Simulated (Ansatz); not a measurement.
**TaN under strains and displacements**

Theory: DFT PBEsol, scalar-relativistic, plane waves, PAW (Ansatz 0.2.0).

Plane waves to 420 eV, a k mesh through Γ of 8×8×10 on the computed 6-atom cell and Gaussian smearing (0.10 eV); no spin polarisation.

Reference cell:

```xyz
6
Lattice="5.1850 0.0000 0.0000 -2.5925 4.4903 0.0000 0.0000 0.0000 2.9080" Properties=species:S:1:pos:R:3 pbc="T T T"
Ta    0.0000    0.0000    0.0000
Ta    0.0000    2.9936    1.4540
Ta    2.5925    1.4968    1.4540
N     2.5925    0.0000    0.0000
N     1.2962    2.2452    0.0000
N    -1.2962    2.2452    0.0000
```

Each variant moves atoms of this cell by the vectors given, if any (Å), and then applies a symmetric strain (tensor components, Cartesian axes). The reference cell isn't relaxed at this level. Energies are per atom at zero smearing, counted from the lowest variant. Pressure is positive in compression.

1. strain (xx yy zz yz xz xy, %) 0.92 0.83 0.13 -0.01 0.47 -0.17; moves: Ta1 (0.040, 0.034, -0.013); Ta2 (-0.053, -0.002, 0.024); Ta3 (-0.016, -0.013, -0.018); N4 (0.036, 0.006, -0.010); N5 (0.031, -0.082, -0.009); N6 (-0.038, 0.057, 0.025)
2. strain (xx yy zz yz xz xy, %) 1.55 2.03 1.97 0.11 -0.37 -0.50; moves: Ta1 (0.058, -0.065, -0.054); Ta2 (-0.018, 0.062, 0.039); Ta3 (-0.038, -0.071, 0.026); N4 (-0.005, -0.007, 0.024); N5 (0.042, 0.048, 0.103); N6 (-0.039, 0.033, -0.137)
3. strain (xx yy zz yz xz xy, %) 1.67 6.29 4.17 0.00 0.00 -4.00; moves: Ta1 (-0.022, 0.038, 0.000); Ta2 (-0.202, 0.058, 0.000); Ta3 (0.051, 0.204, 0.000); N4 (0.376, 0.026, 0.000); N5 (-0.210, -0.313, 0.000); N6 (0.007, -0.013, 0.000)
4. strain (xx yy zz yz xz xy, %) -4.26 -7.83 2.96 -4.13 -2.39 -3.09; moves: Ta1 (0.012, 0.021, -0.013); Ta2 (0.023, -0.022, -0.022); Ta3 (-0.031, 0.008, -0.022); N4 (-0.004, 0.009, 0.020); N5 (-0.010, -0.017, 0.016); N6 (0.010, 0.001, 0.020)

```
variant  ΔE (meV/atom) P (GPa) largest force (eV/Å) gap on mesh (eV) space group
      1            0.0    -2.62                  2.78                 0           P1
      2              ?        ?                     ?                 ?            ?
      3          232.6   -19.66                  4.76                 0         Amm2
      4          257.0    38.08                  1.49                 0           Cm
```

Give the withheld rows.

```csv
variant,ΔE (meV/atom),P (GPa),largest force (eV/Å),gap on mesh (eV),space group
2,65.9,-11.18,1.99,0,P1
```

Spin-orbit coupling is left out, which matters for the bands of heavy elements.

This form isn't the usual stable structure of the compound.